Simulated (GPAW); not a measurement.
Input of a GPAW 26.7.0 run:

File run.py:

```python
from ase import Atoms
from ase.dft.bandgap import bandgap
from ase.io import write
from ase.units import GPa
from gpaw import GPAW, PW

atoms = Atoms(['Fe', 'O'],
              cell=[[1.5188209023, 0.8768916568, 2.5195772846],
                    [-1.5188209023, 0.8768916568, 2.5195772846],
                    [0.0, -1.7537833136, 2.5195772846]],
              scaled_positions=[[0.0, 0.0, 0.0],
                                [0.5, 0.5, 0.5]],
              pbc=True)
atoms.set_initial_magnetic_moments([4.5, 0.0])

calc = GPAW(mode=PW(800),
            xc='PBE',
            kpts={'size': (11, 11, 11), 'gamma': True},
            occupations={'name': 'fermi-dirac', 'width': 0.05},
            nbands=17,
            convergence={'density': 1e-05, 'energy': 1e-05},
            maxiter=150,
            txt='gpaw.txt')
atoms.calc = calc
energy = atoms.get_potential_energy()
forces = atoms.get_forces()
stress = atoms.get_stress()
calc.write('gs.gpw')
write('result.traj', atoms)
print(f'Energy: {energy:.6f} eV')
print('Forces (eV/A):')
print(forces.round(4))
print('Stress (GPa):', (stress / GPa).round(3))
print('Moments:', calc.get_magnetic_moments().round(3))
print('Fermi level:', round(calc.get_fermi_level(), 4), 'eV')
print(f'Gap: {bandgap(calc)[0]:.4f} eV, direct: {bandgap(calc, direct=True)[0]:.4f} eV')
```

Potentials or basis: GPAW PAW data sets (gpaw-data 1.2.1), pw.

Run with:

```console
$ OMP_NUM_THREADS=1 python run.py
```

Estimate the net moment.

4.00 μB per cell.

Predict the band gap on the k mesh.

none (metal or under the smearing width).

Stress tensor (GPa, compression positive):
```
 0.07  0.00  0.00
 0.00  0.07  0.00
 0.00  0.00 -0.80
```

Caveat: a cell with one magnetic atom can't hold antiferromagnetic order, which such compounds often take; semilocal functionals often make such compounds metallic where correlation or magnetic order opens a gap, which also shifts bond lengths. With open d or f shells a metallic result of PBE can be an artefact of self-interaction; +U or a hybrid may open a gap.
